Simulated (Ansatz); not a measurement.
CdI2 built on the CdI2 prototype, relaxed with r2SCAN+rVV10, was run in the plane-wave code Ansatz under altered settings. All numbers are computed, without spin polarisation but where a row says otherwise.

```
CELL_PARAMETERS angstrom
4.24701 0.00000 0.00000
-2.12350 3.67802 0.00000
0.00000 0.00000 6.89503
ATOMIC_POSITIONS crystal
Cd 0.00000 0.00000 0.00000
I 0.33333 0.66667 0.24939
I 0.66667 0.33333 0.75061
```

The base run's other keys:
```yaml
kpoints:
  mp_grid: { grid: [6, 6, 4] }
hamiltonian:
  xc: pbesol
scf:
  occupations: { method: fixed }
  n_extra_bands: 4
```

It takes 7 iterations with 2093 plane waves at 420 eV and 24 k points, and leaves a mean stress of -0.63 GPa. The gap over this mesh is 2.296 eV. It ran on 4 threads of Arm Neoverse N1, with other jobs on the host.

Outcomes, with energy and stress as changes against the base:

| setting | outcome | ΔF (meV/atom) | Δ mean stress (GPa) | gap on the mesh (eV) | iterations | wall time |
| --- | --- | --- | --- | --- | --- | --- |
| hamiltonian.xc: mr2scan (cutoff then 500 eV) | converged | – | +1.47 | 2.826 | 6 | 6.1 s |
| scf.occupations: gaussian 0.2 | converged | 0.0 | 0.00 | 2.296 | 7 | 2.3 s |
| scf.occupations: fermi_dirac 0.5 | converged | -39 | +0.47 | 2.326 | 7 | 2.3 s |
| hamiltonian.dispersion: d4 | converged | -202 | -0.85 | 2.296 | 7 | 2.3 s |
| scf.occupations: fermi_dirac 0.001 | converged | 0.0 | 0.00 | 2.296 | 7 | 2.3 s |
| scf.occupations: cold 0.05 | converged | 0.0 | 0.00 | 2.296 | 7 | 2.4 s |
| scf.eigensolver.kind: dense | cut off | – | – | – | – | 66 s |
| basis.ecutwfc: 600 | converged | -1.3 | 0.00 | 2.297 | 7 | 3.5 s |
| scf.n_extra_bands: 24 | converged | 0.0 | 0.00 | 2.296 | 6 | 3.2 s |
| basis.ecutwfc: 750 | converged | -1.4 | 0.00 | 2.297 | 7 | 4.8 s |
| scf.mixing.ndim: 1 | converged | 0.0 | 0.00 | 2.296 | 17 | 3.5 s |
| kpoints.mp_grid.grid: [8, 8, 1] | converged | -24 | -0.42 | 2.399 | 7 | 1.4 s |
| hamiltonian.xc: lda | converged | – | -1.42 | 2.185 | 6 | 2.1 s |
| scf.mixing.beta: 5.0 | refused | – | – | – | – | 0.04 s |

A dash marks a value that wasn't obtained or can't be compared. «Cut off» means the job's short time limit, which needn't be the setting's fault. Stress is positive in compression. The base took 3.2 s.

- hamiltonian.xc: mr2scan. The cutoff follows the functional, from 420 to 500 eV. The mean stress moves by +1.47 GPa and the gap on the mesh by +0.530 eV (to 2.826). It's another functional on the same cell, so totals aren't comparable.
- hamiltonian.dispersion: d4. The free energy moves by -202 meV an atom, the mean stress by -0.85 GPa and the gap on the mesh by 0.000 eV (to 2.296). A pairwise correction adds to energy, forces and stress and leaves the bands alone.
- scf.eigensolver.kind: dense. The run had no result when its short time limit came, before the first iteration ended.
- kpoints.mp_grid.grid: [8, 8, 1]. The free energy moves by -24 meV an atom, the mean stress by -0.42 GPa (single components by up to 1.1) and the gap on the mesh by +0.102 eV (to 2.399). The gap changes mostly because other points are sampled; a mesh that misses a band edge overestimates it. The mesh is too coarse.
- hamiltonian.xc: lda. The mean stress moves by -1.42 GPa and the gap on the mesh by -0.111 eV (to 2.185). It's another functional on the same cell, so totals aren't comparable.
- scf.mixing.beta: 5.0. It is rejected at once. Error: invalid value for `scf.mixing.beta`: must be finite and in (0, 1]; got 5

Within 1 meV an atom, 0.1 GPa and 0.005 eV of the base stay: scf.occupations: gaussian 0.2; scf.occupations: fermi_dirac 0.001; scf.occupations: cold 0.05; scf.n_extra_bands: 24; scf.mixing.ndim: 1.

Spin-orbit coupling is left out, which matters wherever the heavy atoms make up the band edges.
